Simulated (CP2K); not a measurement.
The system is HfO2.

```
CELL_PARAMETERS angstrom
3.61685 0.00000 0.00000
0.00000 3.61685 0.00000
0.00000 0.00000 5.11500
ATOMIC_POSITIONS crystal
Hf 0.55279 0.49378 0.49787
Hf 0.94721 0.00622 0.00213
O 0.07119 0.47513 0.74318
O 0.42881 0.02487 0.25682
O 0.04951 0.50865 0.25948
O 0.45049 0.99135 0.74052
```

Base run:

* Program: CP2K 2026.2
* Functional: PBE
* Dispersion: D4
* Potentials or basis: POTENTIAL_UZH Hf GTH-PBE-q12, O GTH-PBE-q6; DZVP-MOLOPT-PBE-GTH basis
* Density cutoff: 8163 eV
* k mesh: 7 × 7 × 5
* Occupations: fermi-dirac, width 0.05 eV
* Spin: no spin polarisation

Its results: band gap on the k mesh 2.44 eV, indirect (least direct gap 2.84 eV); pressure -8.1 GPa; largest force 4.355 eV/Å.

Question: After a change of settings the same cell gave: band gap on the k mesh 2.44 eV, indirect (least direct gap 2.84 eV); pressure -5.0 GPa; largest force 4.341 eV/Å. Which change was it?
A. dispersion from D4 to none
B. dispersion from D4 to D3(BJ)
C. dispersion from D4 to D3(BJ)+ATM
D. dispersion from D4 to D3

Answer: A.

Dispersion adds attraction, which lowers the pressure at fixed volume and, as a term added to the energy, leaves the levels alone.

Caveats: spin-orbit coupling is left out, which moves the levels of the heavy elements; an odd mesh through Γ misses points on the zone boundary, where band edges often lie; the basis of atomic orbitals isn't converged, which shifts pressures, moduli and gaps; forces of over 1 eV/Å show positions far from the minimum, so gaps and moduli don't describe the material at rest.
